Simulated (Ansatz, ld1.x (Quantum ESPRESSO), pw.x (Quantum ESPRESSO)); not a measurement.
# V (Z = 23) (fcc): variants of one PAW potential in the solid

- Element: vanadium (V)
- Generator: ld1.x (Quantum ESPRESSO) 7.5
- Type: PAW
- Functional: PBE
- Relativity: scalar-relativistic
- Frozen core: [Ar]
- Valence charge: 5
- Reference configuration: 3d4 4s1 4p0
- Partial waves: 4s (bound): rcut 1.90, rcutus 2.65 bohr; 4s channel at 0.5 Ry: rcut 1.90, rcutus 2.65 bohr; 4p (bound, empty): rcut 2.30, rcutus 3.05 bohr; 4p channel at 0.55 Ry: rcut 2.30, rcutus 3.05 bohr; 3d (bound): rcut 1.35, rcutus 1.45 bohr; 3d channel at 2.15 Ry: rcut 1.35, rcutus 1.45 bohr
- Local potential: all-electron potential smoothed inside 2.85 bohr (lloc = -2)
- Core correction: none
- Augmentation charge: BESSEL, radius 1.40 bohr

Crystal test: fcc V in pw.x 7.5, no spin, 15³ k-points, Fermi–Dirac smearing 0.01 Ry, cutoffs set for each file from its atomic test. The reference is all-electron LAPW (Ansatz 0.2.0) with the same functional, mesh and smearing; V0 and B0 come from Birch–Murnaghan fits to the pressures at five volumes. Errors are pseudo minus all-electron; Δ is the rms difference of the E(V) curves that follow from these fits, minima aligned, over ±6 % about the mean V0. Mesh and smearing are coarse, so the numbers serve the comparison and aren't converged zero-temperature values; the lattice is a test structure that the element need not adopt.

All-electron: a0 = 3.820 Å (V0 = 13.94 Å³/atom), B0 = 173.4 GPa.

Base: The largest radius (3.05 bohr) exceeds half the bond length (2.55 bohr), so the spheres overlap, which is one possible source of error among others. This is a poor potential for the solid. Atomic configuration tests: 1 of 7 tests not solved or not reliable.

A dash in a converged row means that the minimum lies outside the volumes sampled.

```tsv
change	cutoffs (Ry)	pw.x	a0 (Å)	a0 error (%)	B0 error (%)	Δ (meV/atom)	mean pressure error (GPa)
base	100/900	converged	3.852	+0.83	+1.7	13.5	+4.64
type TM; waves now 4s (bound): rc 2.65 bohr; 4p (bound): rc 3.05 bohr; 3d (bound): rc 1.45 bohr; local potential the d channel	135/540	converged; bound ghost	–	–	–	–	-17.61
local potential all-electron potential smoothed inside 2.24 bohr (lloc = -2)	100/900	converged	3.802	-0.48	+4.4	7.6	-2.48
core correction a·sin(br)/r model core inside 1.44 bohr	100/900	converged	3.830	+0.25	+3.1	4.2	+1.39
waves 3d (bound): rcut 1.35, rcutus 1.98 bohr; 3d channel at 2.15 Ry: rcut 1.35, rcutus 1.98 bohr	50/400	converged	3.879	+1.54	-4.0	24.4	+8.43
```

**Question.** Give the row for: wave 4s channel at 0.5 Ry: rcut 1.90, rcutus 2.65 bohr becomes 4s channel at 2.25 Ry: rcut 1.90, rcutus 2.65 bohr.

**Answer.** pw.x: converged; mean pressure error (GPa): +4.82; a0 (Å): 3.853; a0 error (%): +0.86; B0 error (%): +1.3; Δ (meV/atom): 14.0.
